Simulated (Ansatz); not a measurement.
Space group F-43m (No. 216). a = 3.625 Å, b = 3.625 Å, c = 3.625 Å, α = 90.00°, β = 90.00°, γ = 90.00°
```csv
atom,site,symmetry,x,y,z
B,4a,-43m,0.0000,0.0000,0.0000
N,4d,-43m,0.2500,0.2500,0.7500
```

Equation of state of this BN structure (not necessarily the ground state), with shape and atoms relaxed at each volume where symmetry leaves them free. Level of theory: Ansatz 0.2.0, DFT PBE, scalar-relativistic, plane waves, PAW.

Cutoff 420 eV; k points 12×12×12 on the computed 2-atom cell (Γ-centred); Gaussian smearing, width 0.02 eV; no spin polarisation.

```tsv
V (Å³/atom)	E − E(largest V) (meV/atom)	P (GPa)	gap on mesh (eV)
5.238	61.81	60.00	4.59
5.417	5.43	41.65	4.56
5.595	-31.96	25.76	4.53
5.774	-52.81	11.98	4.49
5.953	-59.22	0.00	4.46
6.131	-53.40	-10.38	4.43
6.310	-36.69	-19.41	4.40
6.548	0.00	-29.64	4.35
```

Problem. Fit a third-order Birch–Murnaghan equation, E = E0 + (9V0B0/16)·[(x − 1)³B0' + (x − 1)²(6 − 4x)] with x = (V0/V)^(2/3), to E(V).

Solution. V0 = 5.95 Å³/atom, B0 = 371 GPa, B0' = 3.7.

Another cell of BN relaxed alike, in P6_3/mmc, lies 77 meV/atom lower, so this cell isn't the stable form at this level.

It was relaxed from a cell as deposited in COD.
